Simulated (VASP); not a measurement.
# GaN: convergence, self-consistent run

GaN, F-43m (no. 216), 2 atoms in the cell. PBE0; PAW potentials Ga_d, N (PBE set). VASP 6.6.1.

Wanted: energy within 2 meV/atom; gap on the mesh within 0.03 eV.

POSCAR:
```
GaN
1.0
    0.0000000000      2.2535006075      2.2535006075
    2.2535006075      0.0000000000      2.2535006075
    2.2535006075      2.2535006075      0.0000000000
Ga N
1 1
Direct
    0.0000000000      0.0000000000      0.0000000000
    0.2500000000      0.2500000000      0.2500000000
```

## How exact exchange is summed

| How exact exchange is summed | Energy less reference (meV/atom) | Gap on the mesh (eV) | Time (s) |
|---|---|---|---|
| default | 0.0 | 3.792 | 125 |
| NKREDX = 2 | -12.8 | 3.815 | 75 |
| NKREDY = 2 | -24.5 | 3.821 | 77 |
| NKREDZ = 2 | -74.3 | 3.812 | 70 |
| EVENONLY = T | -20.3 | 3.837 | 59 |
| ODDONLY = T | 3165.2 | 3.050 | 59 |
| LMAXFOCK = 2 | 38.7 | 3.793 | 80 |
| LMAXFOCK = 6 | 0.0 | 3.792 | 96 |
| HFALPHA = 0.5 | 0.0 | 3.792 | 96 |
| HFALPHA = 3.0 | 0.0 | 3.792 | 96 |
| HFRCUT = -1 | 24.2 | 3.764 | 96 |

Chosen: default; no other choice that stays within half of the tolerance saves 30 % of the time.

## The input

INCAR.step1:
```
SYSTEM = GaN
PREC = Accurate ; ENCUT = 450
EDIFF = 1E-5 ; ISMEAR = 0
SIGMA = 0.02 ; LREAL = .False.
LASPH = .True. ; ALGO = Normal
NELM = 100 ; ISIF = 2
LWAVE = .True. ; LCHARG = .False.
GGA = PE
```

INCAR.step2, as INCAR.step1 but for:
```
- EDIFF = 1E-5
- LWAVE = .True.
+ EDIFF = 1E-7
+ LWAVE = .False.
+ PRECFOCK = Fast
+ ISTART = 1
+ LHFCALC = .True.
+ AEXX = 0.25
```

KPOINTS:
```
k-points
0
Gamma
  4 4 4
```

Commands (each step's output is kept before the next begins):
```
cat potpaw_PBE.64/Ga_d/POTCAR potpaw_PBE.64/N/POTCAR > POTCAR
cp INCAR.step1 INCAR
mpirun -np 1 vasp_std > vasp.out
cp INCAR.step2 INCAR
mpirun -np 1 vasp_std > vasp.out
```

The chosen input took VASP 6.6.1 125 s on 1 core (Intel Xeon Platinum 8259CL @ 2.50GHz (Skylake/Cascade Lake)), a shared host.

## An input that fails: NKRED = 2 on an odd mesh

VASP's message: internal error in FOCK_FCC: number of k-points incorrect 1 27 2 2 2 If you are not a developer, you should not encounter this problem. Please submit a bug report.

k mesh: 4 × 4 × 4 becomes 3 × 3 × 3.

Changes against the starting input:
```
(all steps)
+ NKRED = 2
(KPOINTS)
-k-points
+Automatic mesh
-  4 4 4
+  3 3 3
+  0 0 0
```
